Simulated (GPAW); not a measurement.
The system is TaN.

```xyz
6
Lattice="5.1960 0.0000 0.0000 -2.5980 4.4999 0.0000 0.0000 0.0000 2.9110" Properties=species:S:1:pos:R:3 pbc="T T T"
Ta    0.0000    0.0000    0.0000
Ta    2.5980    1.5000    1.4555
Ta    0.0000    2.9999    1.4555
N    -1.0206    1.7678    0.0000
N     1.5774    2.7321    0.0000
N     2.0412    0.0000    0.0000
```

Program: GPAW 26.7.0. Alike in all runs: no spin polarisation; cell as given.

**Question.** Order these runs on this cell by their pressure, lowest first.
A. level LDA; potentials or basis the program's PAW data sets (release 1.2.1) made for this functional, pw; k mesh 5 × 5 × 7; cutoff (eV) 600; smearing fermi-dirac 0.05 eV; maxiter 120; convergence default
B. level r2SCAN; potentials or basis GPAW PAW data sets (gpaw-data 1.2.1), pw; k mesh 4 × 4 × 6; cutoff (eV) 800; smearing fermi-dirac 0.05 eV; maxiter 150; band path GMKGALHA,LM,KH; band points 60
C. level PBEsol; potentials or basis PAW data sets generated in the run's folder for this functional, pw; k mesh 4 × 4 × 6; cutoff (eV) 800; smearing fermi-dirac 0.05 eV; maxiter 150; band path GMKGALHA,LM,KH; band points 60
D. level LDA; potentials or basis the program's PAW data sets (release 1.2.1) made for this functional, pw; k mesh 6 × 6 × 9; cutoff (eV) 800; smearing gaussian 0.1 eV; maxiter 150

**Answer.** A (-17.8 GPa), D (-11.7 GPa), C (-3.8 GPa), B (0.2 GPa).

Caveats: the cutoff is short for stress and forces, so pressures can be off by a GPa or more (some runs); so large a pressure means that the cell lies far from this level's equilibrium, or that cutoff or potentials fall short (some runs); the PAW data sets were made with another functional, which shifts forces and pressure a little (some runs).

Not every run made on this cell is shown here.
